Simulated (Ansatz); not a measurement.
# Rh (Fm-3m) in Ansatz: notebook, part 3 of 3

Ansatz 0.2.0.

## 6. Band structure, HSEsol

Input file input.yaml:

```yaml
crystal:
  lattice:
    - [0.0, 1.89785, 1.89785]
    - [1.89785, 0.0, 1.89785]
    - [1.89785, 1.89785, 0.0]
  atoms:
    - { symbol: Rh, position: [0.0, 0.0, 0.0] }
hamiltonian:
  xc:
    exchange: hjs_pbesol
    correlation: pbesol
    exx: { coeff: 0.25, omega: 0.207 }
  pseudopotentials: { kind: paw }
kpoints:
  mp_grid: { grid: [6, 6, 6] }
  band_path:
    path:
      - [[0.0, 0.0, 0.0], [0.5, 0.0, 0.5], [0.5, 0.25, 0.75], [0.375, 0.375, 0.75], [0.0, 0.0, 0.0], [0.5, 0.5, 0.5], [0.625, 0.25, 0.625], [0.5, 0.25, 0.75], [0.5, 0.5, 0.5], [0.375, 0.375, 0.75]]
      - [[0.625, 0.25, 0.625], [0.5, 0.0, 0.5]]
    npoints: 4
scf:
  occupations: { method: fermi_dirac, width: 0.05 }
  n_extra_bands: 6
output:
  forces: true
  stress: true
  eigenvalues: true
  fatbands: false
  write_density: true
  write_potential: true
  elf: true
  volumetric_format: npy
```

Potentials or basis: Ansatz PAW.

Run with:

```bash
$ ansatz run input.yaml --threads 2 --pin off --max-ram 5632MiB --backend cpu --events-out ev --progress --plain --runs-dir out
```

Log:

```text
Warning: output.stress: scf.convergence.dr2_threshold = 1e-7 eV (the SCF's general default) is looser than the 1e-10 eV advised for a printed stress (1e-10 eV for each atom of the cell: 1). What an SCF threshold leaves in a stress goes as its square root, and in the free energy as the threshold itself, and one threshold admits the most on a small cell: of the crystals measured, under no hybrid functional and no lock of the moments, on runs that ended without the residual-converged pass, on stresses that held no estimate of that error, the worst erred by over 100 MPa in a component at 1e-7 eV an atom and by under 5 at 1e-10. Set scf.convergence.dr2_threshold to 1e-10 eV or tighter. The threshold is an SCF's pass mark: one that does not reach it within its budget of iterations ends unconverged, or closes short of it on a stop that the run arms, and scf.convergence.dr2_threshold's page says what that costs each kind of run
Warning: output.stress: scf.exx.energy_threshold = 1e-6 eV is looser than the 1e-8 eV advised for a stress under a hybrid functional (1e-8 eV for each atom of the cell: 1). Every SCF of the exchange loop can meet its threshold on dr2 while the loop round them stops early: no threshold on dr2 bounds what that leaves in the stress. Set scf.exx.energy_threshold to 1e-8 eV or tighter. The threshold is the loop's pass mark: a loop that does not reach it within its budget of cycles ends unconverged, and scf.exx.energy_threshold's page has the law
Warning: RAYON_NUM_THREADS=2 ignored (pool sized by the plan → 2); use --threads N
scf.n_extra_bands = 6 over 9 filled bands (N_el = 17.0): the run solves 15 bands
Engine: ansatz 0.2.0, aarch64-unknown-linux-gnu
Pseudopotentials: kind: paw
Pseudopotential: Rh, paw, valence charge 17, recommended cutoff 420 eV (normal), Rh.paw.azcp
Functional definition: unnamed
  parameter a_1 = 0.25
  parameter omega_1 = 0.207/angstrom
  exchange = pbe_x(mu = 0.12345679012345678) + (-a_1)*hjs_pbesol_x_sr(omega_1) + a_1*exact_x_sr(omega_1)
  correlation = pbe_c(beta = 0.046)
Crystal: 1 atoms, lattice volume = 13.671 Å³
Basis set: ecut = 420 eV, 283 PW (Γ), exchange–correlation on 36×36×36 points (8 copies of the dense FFT grid, shifted against one another)
Bands: 15, of which v1, the nominal top of the filled ones, is band 9 counted from 1 (8 counted from 0)
Symmetry: 48 space group operations
Space group: Fm-3m (ITA 225), of the structure as read, at distance tolerance 2.4e-5 Å
k-points: 16 of 216
Non-local potential: Rh, projectors of the file, l = 0: 3, l = 1: 2, l = 2: 2, l = 3: 1
PAW form: soft (Blöchl's): semilocal exchange-correlation on the pseudo side does not see the compensation charge
PAW frozen core: Rh, regenerated for the run's functional, and the local potential with it (the file was generated under x = pbe(κ = 0.804, μ = 0.2195149727645171), c = pbe(β = 0.06672455060314922))
PAW one-centre angular grid: Rh, 590 points (default); XC on 64 Gauss nodes
Initial density: superposition of atomic densities (neutral atoms: chi_scale 0, normalization atom), corrected by the library's trained network
Initial wavefunctions: pseudopotential atomic-orbital guess
Functional: x = pbesol(κ = 0.804, μ = 0.12345679012345678), c = pbesol(β = 0.046), warm-up for x = hjs_pbesol + 0.25 (exact − hjs_pbesol) at short range (ω = 0.207 Å⁻¹), c = pbesol(β = 0.046)
[... 32 lines left out ...]
SCF 3 converged in 4 iterations: F = -6357.932453 eV  dr2 = 7.77e-9
  Residual-converged pass: ⟨swp⟩=3.0  Hψ=430  notcnv=0  max |occ|·‖R‖ = 2.4e-6 eV (tolerance 2.4e-6 eV)  dr2=7.82e-9  dr2_onsite=9.58e-10  max |Δocc| = 1.2e-12
hybrid outer 2: dexx = +1.577e-6 eV, tail = 4.56e-8 eV, Δε = 2.67e-3 eV (about 1.46e-4 eV left of the loop's levels)
NSCF: frozen V_eff on 42 k-points
hybrid SCF converged: 2 outer / 9 inner (+7 warm-up), last move |dexx| = 1.58e-6 eV, tail = 4.56e-8 eV
Stability not checked: this state was not tested for a lower state beside it, because the functional holds exact exchange (a hybrid, or Hartree-Fock), whose exchange loop this test does not read (fock_operator; see scf.lower_state_search)
Free energy (F): -6357.932453 eV
Frozen-core exchange: fock
Harris-Foulkes:  -6357.932453 eV  (|F-HF|=5.66e-9)
Internal energy: -6357.921046 eV  (E = F + TS)
E sigma→0 (E₀):  -6357.926750 eV
Entropy (-TS):   -0.011407 eV (-11.407 meV/atom)
Fermi energy:    21.815089 eV
--- Per-component energies (eV) ---
  E_band       = -124.520786
  E_kinetic    = 574.162438
  E_local      = -1555.886416  (includes V_loc(G=0)·N_el)
  E_nonlocal   = 355.477480
  E_hartree    = 545.442248
  E_xc         = -176.140581
  E_vxc        = -219.928321  (∫ρ·V_xc dr)
  E_exx        = -62.008065  (= α·E_x^exact, valence–valence)
  E_paw        = -3525.302983  (= ΣΔE_a)
  E_vpaw       = -245.211517  (= ΣTr[D̂ρ^β])
  E_aug_tail   = 0.000799  (compensation charges beyond the density's cutoff)
  E_ewald      = -2513.356200
  E_core_change = -0.309767  (= ΣΔE_core)
  E_smearing   = -0.011407  (= −TS)
  E_closure    = -0.000000  (closes the sum)
  Σ components = -6357.932453   (vs F -6357.932453, Δ=0.00e0)
--- Forces (eV/Å), atoms counted from 1 ---
  atom   1  Rh    -0.00000000     0.00000000     0.00000000
  max |Σ_I F_I| component: 1.85e-32 eV/Å
--- Stress (GPa, compression-positive) ---
       -9.567961       0.000000       0.000000
        0.000000      -9.567961       0.000000
        0.000000       0.000000      -9.567961
  P = ⅓ Tr σ = -9.5680 GPa (-95.680 kbar)
--- Band table (eV; the first three rows and the last of 16) ---
  k-point 0: bands = ["-61.3616", "-27.3566", "-27.3566", "-27.3566", "13.2097", "18.2938", "18.2938", "18.2938", "20.4561", "20.4561", "38.9061", "44.4793", "44.4793", "44.4793", "50.5524"]
  k-point 1: bands = ["-61.3280", "-27.5848", "-27.3901", "-27.3901", "14.3386", "17.9815", "18.6534", "18.6534", "20.4230", "20.4230", "40.2829", "40.8161", "46.1207", "46.1207", "50.7794"]
  k-point 2: bands = ["-61.2601", "-28.0303", "-27.4550", "-27.4550", "15.2033", "18.3834", "18.3834", "19.8898", "21.6559", "21.6559", "35.7531", "39.7512", "46.9473", "46.9473", "50.1701"]
  k-point 15: bands = ["-61.1814", "-28.0720", "-27.8191", "-27.6961", "15.5557", "16.1944", "19.4125", "20.9058", "23.3070", "30.2473", "34.7519", "34.8246", "36.0558", "47.6590", "51.1460"]
```

bands.tsv:

```text
# k_distance	band_0	band_1	band_2	band_3	band_4	band_5	band_6	band_7	band_8	band_9	band_10	band_11	band_12	band_13	band_14
# fermi_ev = 21.815022
# lock_threshold_ev = 1e-6
[... 56 lines left out ...]
10.187034	-82.997779	-49.929724	-49.624717	-49.466288	-6.665580	-5.964034	-1.271537	-0.418531	1.066148	7.511242	11.403772	13.715188	16.666803	23.697502	29.042788
10.333347	-82.996869	-49.975790	-49.563835	-49.488408	-6.952379	-6.406499	-0.220513	0.059895	1.286185	5.975654	12.819356	13.913948	15.588491	24.456573	27.023290
10.479660	-82.996702	-50.004645	-49.522203	-49.502524	-7.163675	-6.665969	0.405058	0.847837	1.417362	4.618682	13.700494	14.288792	14.884887	24.917940	25.568493
10.625973	-82.996712	-50.014481	-49.507396	-49.507396	-7.244292	-6.747702	0.532122	1.460862	1.460862	3.909868	13.850798	14.638742	14.638742	24.801215	25.282427
```

rho_z.tsv:

```text
# z_ang	rho[e/angstrom^3]
# format = ansatz-planar-average/11
# lattice	0.000000000	1.897850000	1.897850000
# lattice	1.897850000	0.000000000	1.897850000
# lattice	1.897850000	1.897850000	0.000000000
# sites	1
# site	45	0.000000000	0.000000000	0.000000000
0.000000	2.516393e0
0.149109	2.415581e0
0.298218	2.129190e0
0.447328	1.714672e0
0.596437	1.268008e0
0.745546	8.776203e-1
[... 10 lines left out ...]
2.385747	2.129190e0
2.534856	2.415581e0
```

Run time: 50 s. Hardware: 2 threads of Arm Neoverse V1, shared host; peak memory 0.51 GiB.

Results:

```yaml
Free_energy: -6357.9325 eV
Pressure: -9.6 GPa
Band_gap_on_the_k_mesh: none (metal or under the smearing width)
```

Levels at the corners of the path, in eV from the Fermi level:
```csv
point,band 6,band 7,band 8,band 9,band 10,band 11
Γ,-3.52,-3.52,-3.52,-1.36,-1.36,17.09
X,-6.75,0.53,1.46,1.46,3.91,13.85
W,-4.25,-4.25,-1.52,1.50,10.97,10.97
K,-5.40,-2.21,-0.94,0.76,9.13,9.87
Γ,-3.52,-3.52,-3.52,-1.36,-1.36,17.09
L,-3.75,-3.75,0.87,0.87,1.12,10.12
U,-5.40,-2.21,-0.94,0.76,9.13,9.87
W,-4.25,-4.25,-1.52,1.50,10.97,10.97
L,-3.75,-3.75,0.87,0.87,1.12,10.12
K,-5.40,-2.21,-0.94,0.76,9.13,9.87
U,-5.40,-2.21,-0.94,0.76,9.13,9.87
X,-6.75,0.53,1.46,1.46,3.91,13.85
```

Caveat: the k mesh is coarse (spacing up to 0.48 Å⁻¹), so the values aren't converged, least of all with exact exchange; the PAW data sets come from PBE, with cores solved anew for the run's functional, which leaves a small shift of forces and pressure; the thresholds are loose for stress.

## 7. Summary

```csv
task,level,k mesh,cutoff (eV),points for each segment of the path,atoms under strain,mesh quality,gap on the mesh (eV),pressure (GPa)
band structure,revPBE,12 × 12 × 12,420,14,-,not flagged,none,10.7
band structure,BLYP,12 × 12 × 12,420,14,-,not flagged,none,21.3
band structure,r2SCAN,12 × 12 × 12,500,14,-,not flagged,none,0.8
elastic constants,LDA,9 × 9 × 9,420,-,clamped,not flagged,none,-9.7
band structure,HSEsol,6 × 6 × 6,420,4,-,coarse,none,-9.6
```

Alike in all rows: potentials or basis Ansatz PAW; no spin polarisation; cell as given; smearing fermi-dirac 0.05 eV.

Caveats: some runs use coarse meshes; the PAW data sets come from PBE, with cores solved anew for the run's functional, which leaves a small shift of forces and pressure; so large a pressure means that the cell lies far from this level's equilibrium, or that cutoff or potentials fall short (some runs); the cell is more than 3 GPa from zero pressure, which shifts response properties (some runs); elastic constants of metals need much finer meshes, so these are rough (some runs); the thresholds are loose for stress (some runs).

Absolute energies hang on the potentials; compare differences alone.
